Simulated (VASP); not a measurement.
Here is a VASP 6.6.1 calculation.

File INCAR:

```
PREC = Accurate
ENCUT = 520
EDIFF = 1E-6
ISMEAR = 0
SIGMA = 0.1
LREAL = False
LASPH = True
NELM = 100
ALGO = Fast
ISIF = 2
LWAVE = False
LCHARG = False
GGA = PE
NBANDS = 42
```

The input KPOINTS:

```
Automatic mesh
0
Gamma
  8 8 8
```

The input POSCAR:

```
Ge3Se4
1.0
    5.6071783277      0.0000000000      0.0000000000
    0.0000000000      5.6071783277      0.0000000000
    0.0000000000      0.0000000000      5.6071783277
Ge Se
3 4
Direct
    0.0000000000      0.5000000000      0.5000000000
    0.5000000000      0.0000000000      0.5000000000
    0.5000000000      0.5000000000      0.0000000000
    0.5000000000      0.0000000000      0.0000000000
    0.0000000000      0.5000000000      0.0000000000
    0.0000000000      0.0000000000      0.5000000000
    0.0000000000      0.0000000000      0.0000000000
```

Potentials or basis: VASP PAW PBE potentials, release 64 (Ge_d, Se).

Run with:

```console
$ cat potpaw_PBE.64/Ge_d/POTCAR potpaw_PBE.64/Se/POTCAR > POTCAR
$ mpirun -np 1 vasp_std > vasp.out
```

Q: What does it give for the pressure?

A: 0.0 GPa.

Q: What does it give for the band gap on the k mesh?

A: None (metal or under the smearing width).
